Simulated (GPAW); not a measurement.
# InP (F-43m) in GPAW: a series of runs, part 2 of 2

GPAW 26.7.0.

## Step 4: Band structure, PBE

File run.py:

```python
import spglib
from ase import Atoms
from ase.dft.bandgap import bandgap
from ase.io import read, write
from gpaw import GPAW

atoms = read('InP.cif')
cell, positions, numbers = spglib.find_primitive(
    (atoms.cell[:], atoms.get_scaled_positions(), atoms.numbers), symprec=1e-4)
atoms = Atoms(numbers, cell=cell, scaled_positions=positions, pbc=True)

calc = GPAW(mode='lcao',
            h=0.2,
            basis='dz(dzp)',
            xc='PBE',
            kpts={'size': (6, 6, 6), 'gamma': True},
            occupations={'name': 'fermi-dirac', 'width': 0.05},
            convergence={'density': 1e-05, 'energy': 1e-05},
            maxiter=150,
            txt='gpaw.txt')
atoms.calc = calc
energy = atoms.get_potential_energy()
forces = atoms.get_forces()
calc.write('gs.gpw')
write('result.traj', atoms)
print(f'Energy: {energy:.6f} eV')
print('Forces (eV/A):')
print(forces.round(4))
print('Fermi level:', round(calc.get_fermi_level(), 4), 'eV')
print(f'Gap: {bandgap(calc)[0]:.4f} eV, direct: {bandgap(calc, direct=True)[0]:.4f} eV')

path = atoms.cell.bandpath('GXWKGLUWLK,UX', npoints=100, eps=1e-4)
bs_calc = calc.fixed_density(kpts=path, symmetry='off', txt='bands.txt')
bs = bs_calc.band_structure()
bs.write('bs.json')
print(f'Gap on the path: {bandgap(bs_calc)[0]:.4f} eV')
```

File InP.cif:

```cif
data_InP
_cell_length_a 5.86100000
_cell_length_b 5.86100000
_cell_length_c 5.86100000
_cell_angle_alpha 90.00000000
_cell_angle_beta 90.00000000
_cell_angle_gamma 90.00000000
_space_group_name_H-M_alt 'F-43m'
_space_group_name_Hall 'F -4 2 3'
_space_group_IT_number 216
loop_
_space_group_symop_operation_xyz
'x,y,z'
'y,-x,-z'
'-x,-y,z'
'-y,x,-z'
'x,-y,-z'
'y,x,z'
'-x,y,-z'
'-y,-x,z'
'z,x,y'
'-z,y,-x'
'z,-x,-y'
'-z,-y,x'
'-z,x,-y'
'z,y,x'
'-z,-x,y'
'z,-y,-x'
'y,z,x'
'-x,-z,y'
'-y,z,-x'
'x,-z,-y'
'-y,-z,x'
'x,z,y'
'y,-z,-x'
'-x,z,-y'
'x,y+1/2,z+1/2'
'y,-x+1/2,-z+1/2'
'-x,-y+1/2,z+1/2'
'-y,x+1/2,-z+1/2'
'x,-y+1/2,-z+1/2'
'y,x+1/2,z+1/2'
'-x,y+1/2,-z+1/2'
'-y,-x+1/2,z+1/2'
'z,x+1/2,y+1/2'
'-z,y+1/2,-x+1/2'
'z,-x+1/2,-y+1/2'
'-z,-y+1/2,x+1/2'
'-z,x+1/2,-y+1/2'
'z,y+1/2,x+1/2'
'-z,-x+1/2,y+1/2'
'z,-y+1/2,-x+1/2'
'y,z+1/2,x+1/2'
'-x,-z+1/2,y+1/2'
'-y,z+1/2,-x+1/2'
'x,-z+1/2,-y+1/2'
'-y,-z+1/2,x+1/2'
'x,z+1/2,y+1/2'
'y,-z+1/2,-x+1/2'
'-x,z+1/2,-y+1/2'
'x+1/2,y,z+1/2'
'y+1/2,-x,-z+1/2'
'-x+1/2,-y,z+1/2'
'-y+1/2,x,-z+1/2'
'x+1/2,-y,-z+1/2'
'y+1/2,x,z+1/2'
'-x+1/2,y,-z+1/2'
'-y+1/2,-x,z+1/2'
'z+1/2,x,y+1/2'
'-z+1/2,y,-x+1/2'
'z+1/2,-x,-y+1/2'
'-z+1/2,-y,x+1/2'
'-z+1/2,x,-y+1/2'
'z+1/2,y,x+1/2'
'-z+1/2,-x,y+1/2'
'z+1/2,-y,-x+1/2'
'y+1/2,z,x+1/2'
'-x+1/2,-z,y+1/2'
'-y+1/2,z,-x+1/2'
'x+1/2,-z,-y+1/2'
'-y+1/2,-z,x+1/2'
'x+1/2,z,y+1/2'
'y+1/2,-z,-x+1/2'
'-x+1/2,z,-y+1/2'
'x+1/2,y+1/2,z'
'y+1/2,-x+1/2,-z'
'-x+1/2,-y+1/2,z'
'-y+1/2,x+1/2,-z'
'x+1/2,-y+1/2,-z'
'y+1/2,x+1/2,z'
'-x+1/2,y+1/2,-z'
'-y+1/2,-x+1/2,z'
'z+1/2,x+1/2,y'
'-z+1/2,y+1/2,-x'
'z+1/2,-x+1/2,-y'
'-z+1/2,-y+1/2,x'
'-z+1/2,x+1/2,-y'
'z+1/2,y+1/2,x'
'-z+1/2,-x+1/2,y'
'z+1/2,-y+1/2,-x'
'y+1/2,z+1/2,x'
'-x+1/2,-z+1/2,y'
'-y+1/2,z+1/2,-x'
'x+1/2,-z+1/2,-y'
'-y+1/2,-z+1/2,x'
'x+1/2,z+1/2,y'
'y+1/2,-z+1/2,-x'
'-x+1/2,z+1/2,-y'
loop_
_atom_site_label
_atom_site_type_symbol
_atom_site_symmetry_multiplicity
_atom_site_Wyckoff_symbol
_atom_site_fract_x
_atom_site_fract_y
_atom_site_fract_z
_atom_site_occupancy
In1 In 4 a 0.0000000000 0.0000000000 0.0000000000 1
P1 P 4 c 0.2500000000 0.2500000000 0.2500000000 1
```

Potentials or basis: GPAW PAW data sets (gpaw-data 1.2.1), lcao:dz(dzp).

Started as:

```
$ OMP_NUM_THREADS=1 python run.py
```

Wall time 9.4 s (1 thread of Arm Neoverse V2, shared host); peak memory 0.17 GiB.

The run converged, but some of its settings lie outside the range that counts as converged, so its numbers aren't taken as properties of the crystal.

Results:

```
Free energy             : -7.4916 eV
Band gap on the k mesh  : 0.74 eV, direct
Band gap along the path : 0.74 eV, direct
```

Caveat: the real-space grid adds noise to forces; spin-orbit coupling is left out, which moves the levels of the heavy elements; the basis of atomic orbitals isn't converged, which shifts pressures, moduli and gaps.

## Step 5: Band structure, vdW-DF, spin-orbit coupling, no magnetisation

run.py, as its differences from that of step 4:

```diff
@@ -1 +1,2 @@
+import numpy as np
 import spglib
@@ -4,3 +5,4 @@
 from ase.io import read, write
-from gpaw import GPAW
+from gpaw import GPAW, PW
+from gpaw.spinorbit import soc_eigenstates
 
@@ -11,8 +13,7 @@
 
-calc = GPAW(mode='lcao',
-            h=0.2,
-            basis='dz(dzp)',
-            xc='PBE',
+calc = GPAW(mode=PW(600),
+            xc={'name': 'vdW-DF', 'backend': 'libvdwxc'},
             kpts={'size': (6, 6, 6), 'gamma': True},
             occupations={'name': 'fermi-dirac', 'width': 0.05},
+            nbands=18,
             convergence={'density': 1e-05, 'energy': 1e-05},
@@ -32,3 +33,4 @@
 path = atoms.cell.bandpath('GXWKGLUWLK,UX', npoints=100, eps=1e-4)
-bs_calc = calc.fixed_density(kpts=path, symmetry='off', txt='bands.txt')
+bs_calc = calc.fixed_density(kpts=path, symmetry='off', nbands=30,
+                             convergence={'bands': 'CBM+6.0', 'eigenstates': 1e-6}, txt='bands.txt')
 bs = bs_calc.band_structure()
@@ -36 +38,7 @@
 print(f'Gap on the path: {bandgap(bs_calc)[0]:.4f} eV')
+
+soc = soc_eigenstates(bs_calc, theta=90, phi=45)
+np.savetxt('soc_bands.dat', soc.eigenvalues(), fmt='%.4f')
+mesh = soc_eigenstates('gs.gpw', theta=90, phi=45)
+np.savetxt('soc_mesh.dat', mesh.eigenvalues(), fmt='%.4f')
+print('Fermi level with spin-orbit coupling:', round(mesh.fermi_level, 4), 'eV')
```

InP.cif is that of step 4.

Potentials or basis: GPAW PAW data sets (gpaw-data 1.2.1), pw.

Started as:

```
$ OMP_NUM_THREADS=1 python run.py
```

Run time: 49 s. Hardware: 1 thread of Arm Neoverse V2, shared host; peak memory 0.34 GiB.

Results (log left out):

```yaml
Free_energy: -77.8651 eV
Band_gap_on_the_k_mesh: 0.75 eV, direct
Band_gap_along_the_path: 0.75 eV, direct
```

Levels at the corners of the path, in eV from the valence-band top:
| point | band 14 | band 15 | band 16 | band 17 | band 18 | band 19 | band 20 | band 21 | band 22 | band 23 |
| --- | --- | --- | --- | --- | --- | --- | --- | --- | --- | --- |
| Γ | -0.10 | 0.00 | 0.00 | 0.00 | 0.00 | 0.75 | 0.75 | 3.79 | 3.79 | 4.29 |
| X | -5.70 | -2.37 | -2.37 | -2.27 | -2.27 | 1.86 | 1.86 | 2.34 | 2.34 | 9.27 |
| W | -5.55 | -3.02 | -2.93 | -2.87 | -2.82 | 4.35 | 4.35 | 4.36 | 4.38 | 5.47 |
| K | -5.56 | -3.33 | -3.23 | -1.95 | -1.94 | 2.44 | 2.45 | 4.41 | 4.43 | 7.45 |
| Γ | -0.10 | 0.00 | 0.00 | 0.00 | 0.00 | 0.75 | 0.75 | 3.79 | 3.79 | 4.29 |
| L | -5.68 | -1.05 | -1.05 | -0.93 | -0.93 | 1.56 | 1.56 | 4.75 | 4.75 | 4.93 |
| U | -5.56 | -3.33 | -3.23 | -1.95 | -1.94 | 2.44 | 2.45 | 4.41 | 4.43 | 7.45 |
| W | -5.55 | -3.02 | -2.93 | -2.87 | -2.82 | 4.35 | 4.35 | 4.36 | 4.38 | 5.47 |
| L | -5.68 | -1.05 | -1.05 | -0.93 | -0.93 | 1.56 | 1.56 | 4.75 | 4.75 | 4.93 |
| K | -5.56 | -3.33 | -3.23 | -1.95 | -1.94 | 2.44 | 2.45 | 4.41 | 4.43 | 7.45 |
| U | -5.56 | -3.33 | -3.23 | -1.95 | -1.94 | 2.44 | 2.45 | 4.41 | 4.43 | 7.45 |
| X | -5.70 | -2.37 | -2.37 | -2.27 | -2.27 | 1.86 | 1.86 | 2.34 | 2.34 | 9.27 |

Caveat: spin-orbit coupling was added after a scalar SCF, so levels and gaps hold it while energy, forces, pressure and moments don't; this program's spin-orbit splittings come out too wide for heavy elements; the PAW data sets were made with another functional, which shifts forces and pressure a little.

## Step 6: Overview

| task | level | spin | cutoff (eV) | smearing | response ecut | response k mesh | response bands | kernels | coarser k mesh | gap on the mesh (eV) |
| --- | --- | --- | --- | --- | --- | --- | --- | --- | --- | --- |
| dielectric tensor | PBE | off | 450 | fermi-dirac 0.001 eV | 80 eV | 20 × 20 × 20 | 29 | ["RPA", "LR0.1", "ALDA"] | 14 × 14 × 14 | 0.71 |
| equation of state | r2SCAN | off | 600 | fermi-dirac 0.05 eV | - | - | - | - | - | - |
| band structure | vdW-DF | SOC, no magnetisation | 600 | fermi-dirac 0.05 eV | - | - | - | - | - | 0.75 |

Alike in all rows: potentials or basis GPAW PAW data sets (gpaw-data 1.2.1), pw; cell as given; k mesh 6 × 6 × 6.

Caveats: the PAW data sets were made with another functional, which shifts forces and pressure a little (some runs); the long-wavelength limit can be off by a per cent or two (some runs); spin-orbit coupling is left out, which moves the levels of the heavy elements (some runs); the points scatter about the fit (some runs); spin-orbit coupling was added after a scalar SCF, so levels and gaps hold it while energy, forces, pressure and moments don't (some runs); this program's spin-orbit splittings come out too wide for heavy elements (some runs).

Total energies depend on the potentials used, so only differences within one code and one set of settings carry meaning.

## Step 7: How close it comes

Step 2. A measured gap of InP is 1.4236 eV (direct; 1.6 K; a printed reference work, data compilation); the calculated 0.71 eV misses it by -0.72 eV. Spin-orbit coupling on In is left out. The value is that of PBE on a finite k mesh, which can miss the band edges, without temperature or zero-point motion. Semilocal functionals fall short of measured gaps as a rule. Against the measured high-frequency dielectric constant of InP, 9.61 (300 K; a printed reference work, textbook), the calculated 10.29 is off by +7.0 %.

Step 5. Measured gap of InP: 1.4236 eV (direct; 1.6 K; a printed reference work, data compilation). This calculation gives 0.75 eV (-0.67 eV). The value is that of vdW-DF, without temperature or zero-point motion.
